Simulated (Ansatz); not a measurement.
Runs of Ansatz 0.2.0 on Ni. The structure is hexagonal, space group P6_3/mmc (No. 194). Conventional cell: a = 2.448 Å, b = 2.448 Å, c = 4.073 Å, α = 90.00°, β = 90.00°, γ = 120.00°. Around Ni (site symmetry -6m2) lie 12 Ni at 2.45 to 2.48 Å. This isn't the form of Ni at room conditions, which is fcc.

| cell | pressure (GPa) | moment (μB) |
| --- | --- | --- |
| relaxed to 10 GPa | 10.0 | 1.26 |
| relaxed to 5 GPa | 5.0 | (a) |
| relaxed to 20 GPa | 20.0 | 1.23 |
| relaxed | 0.0 | (b) |
| relaxed to 30 GPa | 30.0 | 1.19 |

Alike in all rows: task relaxation of cell and atoms; level PBEsol; potentials or basis all-electron LAPW, scalar-relativistic; spin collinear, ferromagnetic start; k mesh 12 × 12 × 7; smearing fermi-dirac 0.05 eV; basis error allowed 0.001 eV/atom.

Question: Estimate the missing entries.

Answer: (a) 1.28; (b) 1.30.
